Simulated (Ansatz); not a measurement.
Te:

```
CELL_PARAMETERS angstrom
4.45400 0.00000 0.00000
-2.22700 3.85728 0.00000
0.00000 0.00000 5.92400
ATOMIC_POSITIONS crystal
Te 0.73100 0.73100 0.00000
Te 0.00000 0.26900 0.66667
Te 0.26900 0.00000 0.33333
```

Base run:

| Item | Value |
| --- | --- |
| Program | Ansatz 0.2.0 |
| Functional | HSE06 form with a typed share of exact exchange |
| Potentials or basis | Ansatz PAW |
| Cutoff | 420 eV (not typed: the program's choice for these potentials) |
| k mesh | 4 × 4 × 3 |
| Occupations | fermi-dirac, width 0.05 eV |
| Spin | no spin polarisation |

Its results: band gap on the k mesh 0.80 eV, indirect (least direct gap 1.01 eV); pressure 1.6 GPa; largest force 0.137 eV/Å.

**Question.** The run is repeated on the same cell with these changes: functional from HSE06 form with a typed share of exact exchange to HSE06; share of exact exchange from 0 to 0.25. What comes out?

**Answer.** Band gap on the k mesh 1.28 eV, indirect (least direct gap 1.49 eV); pressure -0.2 GPa; largest force 0.302 eV/Å.

Caveats: odd divisions of the mesh miss points on the zone boundary, where band edges often lie, so the gap on the mesh can be too wide; spin-orbit coupling is left out, which moves the levels of the heavy elements; the PAW data sets were made with another functional, which shifts forces and pressure a little (some runs); the PAW data sets come from PBE, with cores solved anew for the run's functional, which leaves a small shift of forces and pressure (some runs); the thresholds are loose for stress (some runs).

A k mesh can miss the band edges.
